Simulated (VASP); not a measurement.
# CoSi (P2_13) in VASP: a series of runs, part 3 of 3

VASP 6.6.1. The steps go on from the part before.

### Step 4. Relaxation of cell and atoms, PBE, collinear spin, ferromagnetic start

This run uses another cell than the first one, of 10.86 Å³/atom, 0.994 times its volume.

File INCAR:

```
  ALGO = Normal
  AMIX = 0.2
  AMIX_MAG = 0.8
  BMIX = 1E-4
  BMIX_MAG = 1E-4
  EDIFF = 1E-7
  EDIFFG = -0.005
  ENCUT = 600
  GGA = PE
  IBRION = 2
  ISIF = 3
  ISMEAR = 1
  ISPIN = 2
  KPAR = 4
  LASPH = T
  LCHARG = F
  LMAXMIX = 4
  LORBIT = 11
  LREAL = F
  LWAVE = F
  MAGMOM = 1.5 1.5 1.5 1.5 0 0 0 0
  NELM = 150
  NSW = 90
  PREC = Accurate
  SIGMA = 0.1
```

File KPOINTS:

```
k-points
0
Gamma
  8 8 8
```

File POSCAR:

```
CoSi                                    
1.0
    4.4293457116      0.0000000000     -0.0000000000
    0.0000000000      4.4293457116     -0.0000000000
    0.0000000000     -0.0000000000      4.4293457116
  Co              Si            
     4     4
Direct
     0.1450919354374474    0.1450919354374474    0.1450919354374474
     0.3549080645625527    0.8549080645625525    0.6450919354374475
     0.6450919354374475    0.3549080645625527    0.8549080645625525
     0.8549080645625525    0.6450919354374475    0.3549080645625527
     0.8431783585747862    0.8431783585747862    0.8431783585747862
     0.6568216414252138    0.1568216414252138    0.3431783585747862
     0.3431783585747862    0.6568216414252138    0.1568216414252138
     0.1568216414252138    0.3431783585747862    0.6568216414252138
```

Potentials or basis: VASP PAW PBE potentials, release 64 (Co, Si).

Run with:

```sh
cat potpaw_PBE.64/Co/POTCAR potpaw_PBE.64/Si/POTCAR > POTCAR
mpirun -np 4 vasp_std > vasp.out
```

OUTCAR:

```text
AMIX = 0.2
   AMIX_MAG = 0.8
   EDIFF = 1E-7
   EDIFFG = -0.005
   ENCUT = 600
   GGA = PE
   IBRION = 2
   ISIF = 3
   ISMEAR = 1
   ISPIN = 2
   LASPH = T
   LORBIT = 11
   LREAL = F
   NELM = 150
   NSW = 90
   PREC = Accurate

 ion  position               nearest neighbor table
   1  0.145  0.145  0.145-   5 2.32   6 2.33   7 2.33   8 2.33   7 2.43   8 2.43   6 2.43   3 2.72
                             4 2.72   2 2.72   2 2.72   4 2.72   3 2.72
   2  0.355  0.855  0.645-   6 2.32   5 2.33   7 2.33   8 2.33   7 2.43   8 2.43   5 2.43   1 2.72
                             1 2.72   3 2.72   3 2.72   4 2.72   4 2.72
   3  0.645  0.355  0.855-   7 2.32   6 2.33   5 2.33   8 2.33   8 2.43   6 2.43   5 2.43   1 2.72
                             4 2.72   2 2.72   2 2.72   4 2.72   1 2.72
   4  0.855  0.645  0.355-   8 2.32   6 2.33   7 2.33   5 2.33   6 2.43   5 2.43   7 2.43   1 2.72
                             3 2.72   2 2.72   1 2.72   2 2.72   3 2.72
   5  0.843  0.843  0.843-   1 2.32   2 2.33   3 2.33   4 2.33   3 2.43   4 2.43   2 2.43   6 2.74
                             6 2.74   8 2.74   7 2.74   8 2.74   7 2.74
   6  0.657  0.157  0.343-   2 2.32   1 2.33   3 2.33   4 2.33   3 2.43   4 2.43   1 2.43   5 2.74
                             5 2.74   8 2.74   7 2.74   7 2.74   8 2.74
   7  0.343  0.657  0.157-   3 2.32   2 2.33   1 2.33   4 2.33   4 2.43   2 2.43   1 2.43   8 2.74
                             8 2.74   5 2.74   6 2.74   6 2.74   5 2.74
   8  0.157  0.343  0.657-   4 2.32   2 2.33   3 2.33   1 2.33   2 2.43   1 2.43   3 2.43   7 2.74
                             7 2.74   5 2.74   5 2.74   6 2.74   6 2.74

  LATTYP: Found a simple cubic cell.
 ALAT       =     4.4293457116

  Lattice vectors:

 A1 = (   4.4293457116,   0.0000000000,   0.0000000000)
 A2 = (   0.0000000000,   4.4293457116,   0.0000000000)
 A3 = (   0.0000000000,   0.0000000000,   4.4293457116)

Analysis of symmetry for initial positions (statically):
=====================================================================
 Subroutine PRICEL returns:
 Original cell was already a primitive cell.

 Routine SETGRP: Setting up the symmetry group for a
 simple cubic supercell.

 Subroutine GETGRP returns: Found 12 space group operations
 (whereof  3 operations were pure point group operations)
 out of a pool of 48 trial point group operations.

The static configuration has the point symmetry C_3 .
 The point group associated with its full space group is T   .

Analysis of symmetry for dynamics (positions and initial velocities):
=====================================================================
 Subroutine PRICEL returns:
 Original cell was already a primitive cell.

 Routine SETGRP: Setting up the symmetry group for a
 simple cubic supercell.

 Subroutine GETGRP returns: Found 12 space group operations
 (whereof  3 operations were pure point group operations)
 out of a pool of 48 trial point group operations.

The dynamic configuration has the point symmetry C_3 .
 The point group associated with its full space group is T   .

Analysis of structural, dynamic, and magnetic symmetry:
=====================================================================
 Subroutine PRICEL returns:
 Original cell was already a primitive cell.

 Routine SETGRP: Setting up the symmetry group for a
 simple cubic supercell.

 Subroutine GETGRP returns: Found 12 space group operations
 (whereof  3 operations were pure point group operations)
 out of a pool of 48 trial point group operations.

[... 127 lines left out ...]
   EFERMI =   0.00;   METHOD = LEGACY
   ISMEAR =     1;   SIGMA  =   0.10  broadening in eV -4-tet -1-fermi 0-gaus
   EFERMI_NEDOS =   21; number of points for ismear=-14 and -15
   IALGO  =     38    algorithm
   IMIX   =      4    mixing-type and parameters
     AMIX     =   0.20;   BMIX     =  0.00
     AMIX_MAG =   0.80;   BMIX_MAG =  0.00
  volume/ion in A,a.u.               =      10.86        73.30
  Fermi-wavevector in a.u.,A,eV,Ry     =   1.379547  2.606965 25.893911  1.903149
  Thomas-Fermi vector in A             =   2.504506
   LORBIT       =     11    0 simple, 1 ext, 2 COOP (PROOUT), +10 PAW based schemes
   GGA     = PE    functional components
   LHFCALC =     F    Hartree Fock is set to
   AEXX    =    0.0000 exact exchange contribution
   IVDW    =     0    specifies the selected vdW correction
   LEPSILON=     F    determine dielectric tensor
   LRPA    =     F    only Hartree local field effects (RPA)
 conjugate gradient relaxation of ions
 spin polarized calculation
 Methfessel and Paxton  Order N= 1 SIGMA  =   0.10
  energy-cutoff  :      600.00
  volume of cell :       86.90
 maximum number of plane-waves:      2945
   NGX = 17   NGY = 17   NGZ = 17

 number of electron      52.0000003 magnetization      -0.0134336

 number of electron      52.0000003 magnetization       0.0003821

 Free energy of the ion-electron system (eV)
  ---------------------------------------------------
  ext. energy  EPLUGINS =         0.00000000
  ---------------------------------------------------
  free energy    TOTEN  =       -54.74691615 eV

  energy without entropy =      -54.74978794  energy(sigma->0) =      -54.74787342

 E-fermi :  12.1078     XC(G=0): -12.8720

 val. band max:       12.1045927987   @ k =   0.1250   0.1250   0.1250
 cond. band min:      12.1145200495   @ k =   0.0000   0.0000   0.0000
 fundamental gap:      0.0099272508
 Fermi energy:        12.1078187895

 spin component 1

 k-point     1 :       0.0000    0.0000    0.0000
  band No.  band energies     occupation
      1      -1.5571      1.00000
      2       3.9405      1.00000
      3       3.9405      1.00000
      4       3.9405      1.00000
      5       6.6410      1.00000
      6       6.6410      1.00000
[... 877 lines left out ...]
     33      15.7528      0.00000
     34      16.4264      0.00000

 [... further k-points ...]

 spin component 2

 k-point     1 :       0.0000    0.0000    0.0000
  band No.  band energies     occupation
      1      -1.5572      1.00000
      2       3.9405      1.00000
      3       3.9405      1.00000
      4       3.9405      1.00000
      5       6.6410      1.00000
      6       6.6410      1.00000
[... 877 lines left out ...]
     33      15.7528      0.00000
     34      16.4264      0.00000

 [... further k-points ...]
[... 5 lines left out ...]
  --------------------------------------------------------------------------------------
  -------------------------------------------------------------------------------------
  Total        0.0195776      0.0195776      0.0195776      0.0000000      0.0000000      0.0000000
  in kB        0.3609544      0.3609544      0.3609544      0.0000000      0.0000000      0.0000000
  external PRESSURE =       0.3609544 kB  Pullay stress =       0.0000000 kB

 VOLUME and BASIS-vectors are now :
 -----------------------------------------------------------------------------
  energy-cutoff  :      600.00
  volume of cell :       86.90
      direct lattice vectors                 reciprocal lattice vectors
     4.429345712  0.000000000  0.000000000     0.225766979  0.000000000  0.000000000
     0.000000000  4.429345712  0.000000000     0.000000000  0.225766979  0.000000000
     0.000000000  0.000000000  4.429345712     0.000000000  0.000000000  0.225766979

 POSITION                                       TOTAL-FORCE (eV/Angst)
 -----------------------------------------------------------------------------------
      0.64266      0.64266      0.64266         0.000890      0.000890      0.000890
      1.57201      3.78668      2.85734        -0.000890     -0.000890      0.000890
      2.85734      1.57201      3.78668         0.000890     -0.000890     -0.000890
      3.78668      2.85734      1.57201        -0.000890      0.000890     -0.000890
      3.73473      3.73473      3.73473         0.002083      0.002083      0.002083
      2.90929      0.69462      1.52006        -0.002083     -0.002083      0.002083
      1.52006      2.90929      0.69462         0.002083     -0.002083     -0.002083
      0.69462      1.52006      2.90929        -0.002083      0.002083     -0.002083
 -----------------------------------------------------------------------------------
    total drift:                               -0.000000      0.000000      0.000000

  FREE ENERGIE OF THE ION-ELECTRON SYSTEM (eV)
  ---------------------------------------------------
  free  energy   TOTEN  =       -54.7469161549 eV

  energy  without entropy=      -54.7497879395  energy(sigma->0) =      -54.74787342

 reached required accuracy - stopping structural energy minimisation

 total charge

# of ion       s       p       d       tot
------------------------------------------
    1        0.437   0.618   7.566   8.621
    2        0.437   0.618   7.566   8.621
    3        0.437   0.618   7.566   8.621
    4        0.437   0.618   7.566   8.621
    5        0.725   0.884   0.000   1.609
    6        0.725   0.884   0.000   1.609
    7        0.725   0.884   0.000   1.609
    8        0.725   0.884   0.000   1.609
--------------------------------------------------
tot          4.646   6.010  30.264  40.920

 magnetization (x)

# of ion       s       p       d       tot
------------------------------------------
    1       -0.000  -0.000   0.000   0.000
    2       -0.000  -0.000   0.000   0.000
    3       -0.000  -0.000   0.000   0.000
    4       -0.000  -0.000   0.000   0.000
    5       -0.000  -0.000   0.000  -0.000
    6       -0.000  -0.000   0.000  -0.000
    7       -0.000  -0.000   0.000  -0.000
    8       -0.000  -0.000   0.000  -0.000
--------------------------------------------------
tot         -0.000  -0.000   0.000   0.000
```

Run time: 52 s. Hardware: 4 MPI ranks of Intel Xeon 6975P-C (Granite Rapids), shared host; peak memory 0.39 GiB.

Results:

```
Free energy                                           : -54.7469 eV
Pressure after relaxing                               : 0.0 GPa
Largest force after relaxing                          : 0.004 eV/Å
Band gap on the k mesh                                : none (metal or under the smearing width)
Net moment                                            : 0.00 μB per cell
Valence electrons inside the program's atomic spheres : Co 8.62; Si 1.61
```

Forces in eV/Å, atoms in the order of the input:
```
Co   0.001  0.001  0.001
Co  -0.001 -0.001  0.001
Co   0.001 -0.001 -0.001
Co  -0.001  0.001 -0.001
Si   0.002  0.002  0.002
Si  -0.002 -0.002  0.002
Si   0.002 -0.002 -0.002
Si  -0.002  0.002 -0.002
```

Final structure:
```yaml
crystal:
  lattice:
    - [4.42935, 0.00000, 0.00000]
    - [0.00000, 4.42935, 0.00000]
    - [0.00000, 0.00000, 4.42935]
  atoms:
    - { symbol: Co, position: [0.14509, 0.14509, 0.14509] }
    - { symbol: Co, position: [0.35491, 0.85491, 0.64509] }
    - { symbol: Co, position: [0.64509, 0.35491, 0.85491] }
    - { symbol: Co, position: [0.85491, 0.64509, 0.35491] }
    - { symbol: Si, position: [0.84318, 0.84318, 0.84318] }
    - { symbol: Si, position: [0.65682, 0.15682, 0.34318] }
    - { symbol: Si, position: [0.34318, 0.65682, 0.15682] }
    - { symbol: Si, position: [0.15682, 0.34318, 0.65682] }
```

Levels at points of the mesh, in eV from the Fermi level:
Spin up:
| k point | band 22 | band 23 | band 24 | band 25 | band 26 | band 27 | band 28 | band 29 | band 30 | band 31 |
| --- | --- | --- | --- | --- | --- | --- | --- | --- | --- | --- |
| (0.00, 0.00, 0.00) | -0.89 | -0.76 | -0.76 | 0.01 | 0.01 | 0.01 | 2.51 | 2.51 | 2.51 | 2.93 |
| (0.50, 0.00, 0.00) | -1.02 | -0.63 | -0.63 | -0.47 | -0.47 | 1.02 | 1.02 | 1.50 | 1.50 | 4.29 |
| (0.50, 0.50, 0.00) | -1.47 | -0.98 | -0.98 | -0.02 | -0.02 | 0.60 | 0.60 | 2.02 | 2.02 | 2.53 |
| (0.50, 0.50, 0.50) | -1.20 | -1.20 | -1.20 | -0.21 | -0.21 | -0.21 | -0.21 | 5.43 | 5.43 | 5.43 |
Spin down:
| k point | band 23 | band 24 | band 25 | band 26 | band 27 | band 28 | band 29 | band 30 |
| --- | --- | --- | --- | --- | --- | --- | --- | --- |
| (0.00, 0.00, 0.00) | -0.76 | -0.76 | 0.01 | 0.01 | 0.01 | 2.51 | 2.51 | 2.51 |
| (0.50, 0.00, 0.00) | -0.63 | -0.63 | -0.47 | -0.47 | 1.02 | 1.02 | 1.50 | 1.50 |
| (0.50, 0.50, 0.00) | -0.98 | -0.98 | -0.02 | -0.02 | 0.60 | 0.60 | 2.02 | 2.02 |
| (0.50, 0.50, 0.50) | -1.20 | -1.20 | -0.21 | -0.21 | -0.21 | -0.21 | 5.43 | 5.43 |

Caveat: the starting moments collapsed, and a magnetic state may lie lower; the relaxation stopped at its first step, so nothing moved.
